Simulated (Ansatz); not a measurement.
We consider zinc-blende AlSb, described by HSE06 (Ansatz, a first-principles code, plane waves, PAW).

Run with plane-wave cutoff 500 eV, 4×6×1 k mesh (along the axes of the cell as run), gaussian smearing 0.02 eV, scalar-relativistic PAW data made under PBE.

Predict the surface energy of the (110) face and ionisation potential of the slab.


- surface energy of the (110) face = 0.62 J/m²
- ionisation potential of the slab = 5.24 eV

The slab of 16 atoms is relaxed and unreconstructed.

Spin–orbit coupling is not included.

The computed numbers hold no vibrational or temperature effects.
